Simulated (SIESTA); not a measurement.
A run of SIESTA 5.4.2 is set up as follows.

File CoO.fdf:

```
SystemName                      CoO
SystemLabel                     CoO
NumberOfSpecies                 2
NumberOfAtoms                   2
%block ChemicalSpeciesLabel
  1  27 Co
  2   8 O
%endblock ChemicalSpeciesLabel

LatticeConstant                 1.0 Ang
%block LatticeVectors
     1.5054695445     0.8691832468     2.4399269062
    -1.5054695445     0.8691832468     2.4399269062
     0.0000000000    -1.7383664936     2.4399269062
%endblock LatticeVectors
AtomicCoordinatesFormat         Fractional
%block AtomicCoordinatesAndAtomicSpecies
     0.0000000000     0.0000000000     0.0000000000  1  Co
     0.5000000000     0.5000000000     0.5000000000  2  O
%endblock AtomicCoordinatesAndAtomicSpecies

%block kgrid.MonkhorstPack
   11   0   0  0.0
    0  11   0  0.0
    0   0  11  0.0
%endblock kgrid.MonkhorstPack
XC.Functional                   GGA
XC.Authors                      PBEsol
PAO.BasisSize                   DZP
PAO.EnergyShift                 0.003 Ry
Mesh.Cutoff                     800 Ry
Spin                            polarized
%block DM.InitSpin
    1   2.000
    2   0.000
%endblock DM.InitSpin
OccupationFunction              FD
ElectronicTemperature           0.05 eV
MaxSCFIterations                200
SCF.MustConverge                false
SCF.Mixer.Method                Pulay
SCF.Mixer.Weight                0.1
SCF.Mixer.History               10
SCF.DM.Tolerance                5.0e-05
SCF.H.Tolerance                 1.0e-03 eV
WriteForces                     true
Charge.Mulliken                 end
%block PAO.Basis
  Co 5
  n=3 0 2
    2.527 0.000
  n=4 0 2
    7.312 0.000
  n=3 1 2
    2.827 0.000
  n=4 1 1
    7.312
  n=3 2 2
    4.649 0.000
%endblock PAO.Basis
```

Potentials or basis: PseudoDojo 0.4 standard (PBEsol files), DZP (energy shift 0.003 Ry; two zetas on semicore shells).

The run is started by

```bash
$ siesta CoO.fdf > CoO.out 2>&1
```

(1) Estimate the net moment.

(2) Estimate the pressure.

(3) Predict the band gap on the k mesh.

Answers

(1) 2.96 μB per cell.

(2) -8.1 GPa.

(3) none (metal or under the smearing width).

Caveat: short orbitals over semicore shells can move pressures by several GPa; the basis of atomic orbitals isn't converged, which shifts pressures, moduli and gaps; a cell with one magnetic atom can't hold antiferromagnetic order, which such compounds often take; semilocal functionals often make such compounds metallic where correlation or magnetic order opens a gap, which also shifts bond lengths.
